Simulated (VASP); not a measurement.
Input of a VASP 6.6.1 run:

File INCAR:

```
SYSTEM = Al2O3
ALGO = Normal
EDIFF = 1E-6
ENCUT = 520
GGA = PS
ISIF = 2
ISMEAR = 0
LASPH = .True.
LCHARG = .False.
LREAL = .False.
LWAVE = .False.
NBANDS = 20
NELM = 60
PREC = Accurate
SIGMA = 0.05
```

File KPOINTS:

```
k-points
0
Gamma
  9 9 4
  0 0 0
```

Contents of POSCAR:

```
Al2O3
1.0
    2.7977951999      0.0000000000      0.0000000000
   -1.3988976000      2.4229617176      0.0000000000
    0.0000000000      0.0000000000      9.1967031431
Al O
2 3
Direct
    0.0000000000      0.0000000000      0.1499923300
    0.0000000000      0.0000000000      0.8500076700
    0.3333333333      0.6666666667      0.2223169200
    0.6666666667      0.3333333333      0.0000000000
    0.3333333333      0.6666666667      0.7776830800
```

Potentials or basis: VASP PAW PBE potentials, release 64 (Al, O).

Launch:

```bash
$ cat potpaw_PBE.64/Al/POTCAR potpaw_PBE.64/O/POTCAR > POTCAR
$ mpirun -np 1 vasp_std > vasp.out
```

**Question.** Estimate the pressure.

**Answer.** 10.4 GPa.

**Question.** Predict the band gap on the k mesh.

**Answer.** 5.55 eV, indirect (least direct gap 5.86 eV).

**Question.** Predict the largest force.

**Answer.** 0.832 eV/Å.

Forces on the atoms (eV/Å):
```
Al   0.000  0.000 -0.639
Al   0.000  0.000  0.639
O    0.000  0.000  0.832
O    0.000  0.000  0.000
O    0.000  0.000 -0.832
```

Caveat: the PAW data sets were made with another functional, which shifts forces and pressure a little; an odd mesh through Γ misses points on the zone boundary, where band edges often lie.
